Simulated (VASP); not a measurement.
Computed with PBEsol GGA, VASP's PBE PAW potentials (set 64) (plane waves; VASP).

VASP input:

### POSCAR
```
CaF2
1
   -0.0000000000     2.5725714671     2.5725714671
    2.5725714671     0.0000000000     2.5725714671
    2.5725714671     2.5725714671    -0.0000000000
Ca F
1 2
Direct
  0.0000000000   0.0000000000   0.0000000000
  0.2500000000   0.2500000000   0.2500000000
  0.7500000000   0.7500000000   0.7500000000
```

KPOINTS:
```
Automatic mesh
0
Gamma
7 7 7
0 0 0
```

**INCAR**
```
# general
SYSTEM =CaF2
PREC   =Accurate
ENCUT  =620
LREAL  =.False.
LASPH  =.True.

# electronic loop
EDIFF  =1E-6
NELM   =100
ALGO   =Normal

# smearing
ISMEAR =0
SIGMA  =0.05

# functional
GGA    =PS

# ions
IBRION =2
NSW    =40
ISIF   =3
EDIFFG =-0.02
PSTRESS=200

# output
LWAVE  =.False.
LCHARG =.False.
```

POTCAR, in this order: Ca_sv F (PBE.64 set). Program: vasp_std.

What VASP printed:

### OUTCAR
```
 ion  position               nearest neighbor table
   1  0.000  0.000  0.000-   2 2.23   3 2.23   3 2.23   3 2.23   3 2.23   2 2.23   2 2.23   2 2.23
  LATTYP: Found a face centered cubic cell.
 ALAT       =     5.1451429342
 Subroutine PRICEL returns:
 Original cell was already a primitive cell.
 Subroutine GETGRP returns: Found 48 space group operations
The static configuration has the point symmetry O_h .
The dynamic configuration has the point symmetry O_h .
 Subroutine INISYM returns: Found 48 space group operations
 Subroutine IBZKPT returns following result:
 Found     20 irreducible k-points:

 Following reciprocal coordinates:
            Coordinates               Weight
  0.000000  0.000000  0.000000      1.000000
  0.142857  0.000000  0.000000      8.000000
  0.285714  0.000000  0.000000      8.000000
  0.428571  0.000000  0.000000      8.000000
  0.142857  0.142857  0.000000      6.000000
  0.285714  0.142857  0.000000     24.000000
  0.428571  0.142857  0.000000     24.000000
 -0.428571  0.142857  0.000000     24.000000
 -0.285714  0.142857  0.000000     24.000000
 -0.142857  0.142857  0.000000     12.000000
...
```

OSZICAR:
```
       N       E                     dE             d eps       ncg     rms          rms(c)
DAV:   1     0.249710286118E+03    0.24971E+03   -0.15826E+04   640   0.179E+03
DAV:   2    -0.812217524955E+01   -0.25783E+03   -0.25268E+03   792   0.429E+02
DAV:   3    -0.183057318222E+02   -0.10184E+02   -0.10175E+02   680   0.974E+01
DAV:   4    -0.186811036169E+02   -0.37537E+00   -0.37530E+00  1128   0.143E+01
DAV:   5    -0.186831232067E+02   -0.20196E-02   -0.20196E-02   688   0.107E+00    0.737E+00
DAV:   6    -0.175823733302E+02    0.11007E+01   -0.53495E+00   648   0.180E+01    0.292E+00
DAV:   7    -0.175642457568E+02    0.18128E-01   -0.15881E-01   816   0.377E+00    0.157E+00
DAV:   8    -0.175682290694E+02   -0.39833E-02   -0.27117E-02   776   0.216E+00    0.183E-01
DAV:   9    -0.175707703234E+02   -0.25413E-02   -0.56609E-03   800   0.658E-01    0.120E-01
DAV:  10    -0.175713351882E+02   -0.56486E-03   -0.87889E-04   872   0.231E-01    0.457E-02
DAV:  11    -0.175713420626E+02   -0.68744E-05   -0.14088E-04   712   0.127E-01    0.849E-03
DAV:  12    -0.175713460104E+02   -0.39478E-05   -0.14055E-05   848   0.348E-02    0.200E-03
DAV:  13    -0.175713463872E+02   -0.37676E-06   -0.97917E-07   664   0.895E-03
   1 F= -.13320732E+02 E0= -.13320732E+02  d E =-.133207E+02
```

OUTCAR:
```
------------------------ aborting loop because EDIFF is reached ----------------------------------------
  FORCE on cell =-STRESS in cart. coord.  units (eV):
  Direction    XX          YY          ZZ          XY          YZ          ZX
  --------------------------------------------------------------------------------------
  Total        4.2550990      4.2550990      4.2550990      0.0000000     -0.0000000      0.0000000
  in kB      200.2109886    200.2109886    200.2109886      0.0000000     -0.0000000      0.0000000
  external PRESSURE =       0.2109886 kB  Pullay stress =     200.0000000 kB
  volume of cell :       34.05
      direct lattice vectors                 reciprocal lattice vectors
     0.000000000  2.572571467  2.572571467    -0.194358060  0.194358060  0.194358060
     2.572571467  0.000000000  2.572571467     0.194358060 -0.194358060  0.194358060
     2.572571467  2.572571467  0.000000000     0.194358060  0.194358060 -0.194358060
 POSITION                                       TOTAL-FORCE (eV/Angst)
 -----------------------------------------------------------------------------------
      0.00000      0.00000      0.00000         0.000000     -0.000000      0.000000
      1.28629      1.28629      1.28629         0.000000     -0.000000     -0.000000
      3.85886      3.85886      3.85886        -0.000000      0.000000      0.000000
 -----------------------------------------------------------------------------------
    total drift:                                0.000000     -0.000000      0.000000
  FREE ENERGIE OF THE ION-ELECTRON SYSTEM (eV)
  ---------------------------------------------------
  free  energy   TOTEN  =       -17.5713463872 eV

  energy  without entropy=      -17.5713463872  energy(sigma->0) =      -17.57134639
  enthalpy is  TOTEN    =       -13.3207315447 eV   P V=        4.2506148425

 reached required accuracy - stopping structural energy minimisation
```
(Selected blocks of OUTCAR.)

The compound is CaF2 in the fluorite structure. It was relaxed first under an external pressure of 20 GPa.
